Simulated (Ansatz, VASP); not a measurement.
One calculation of Pt, two programs

File INCAR:

```
SYSTEM = Pt
PREC = Accurate ; ENCUT = 520
EDIFF = 1E-6 ; ISMEAR = 0
SIGMA = 0.15 ; LREAL = .False.
LASPH = .True. ; NELM = 80
ALGO = Fast ; ISIF = 2
LWAVE = .False. ; LCHARG = .False.
GGA = PE ; NBANDS = 11
```

KPOINTS

```
regular mesh
0
Gamma
  20 20 20
  0 0 0
```

The input POSCAR:

```
Pt
1.0
    0.0440527500      1.9579000000      1.9579000000
    1.9579000000      0.0440527500      1.9579000000
    2.0019527500      2.0019527500      0.0000000000
Pt
1
Direct
    0.0000000000      0.0000000000      0.0000000000
```

Input for Ansatz:

```yaml
crystal:
  lattice:
    - [0.04405275, 1.9579, 1.9579]
    - [1.9579, 0.04405275, 1.9579]
    - [2.00195275, 2.00195275, 0.0]
  atoms:
    - { symbol: Pt, position: [0.0, 0.0, 0.0] }
basis:
  ecutwfc: 420
kpoints:
  mp_grid: { grid: [20, 20, 20] }
hamiltonian:
  xc: pbe
scf:
  occupations: { method: gaussian, width: 0.15 }
output:
  forces: true
  stress: true
  eigenvalues: true
  write_density: true
  write_potential: true
  elf: true
  volumetric_format: npy
```

Change from the starting cell: strain +0.0450 x Voigt [0, 0, 0, 0, 0, 1], atoms carried along.

Alike in both runs: task single point; functional PBE; k mesh 20 × 20 × 20; occupations gaussian, width 0.15 eV; no spin polarisation.

|  | VASP | Ansatz |
| --- | --- | --- |
| version | VASP 6.6.1 | Ansatz 0.2.0 |
| potentials or method | VASP PAW PBE potentials, release 64 (Pt) | scalar-relativistic, plane waves, PAW |
| plane-wave cutoff (eV) | 520 | 420 |
| valence electrons in the cell | 10 | 18 |

|  | VASP | Ansatz | Ansatz less VASP |
| --- | --- | --- | --- |
| gap on the k mesh at the Fermi level (eV) | none | none | - |
| pressure (GPa) | 11.6 | 12.2 | +0.56 |
| largest component of the traceless stress (GPa) | 4.08 | 4.07 | -0.010 |

A gap of «none» marks a metal or a gap that the smearing closes. The functional is the same, so the differences come from potentials, cutoffs and numerics. The two sets of potentials don't hold the same shells in valence.

Spin-orbit coupling is left out, which matters for the levels of Pt.
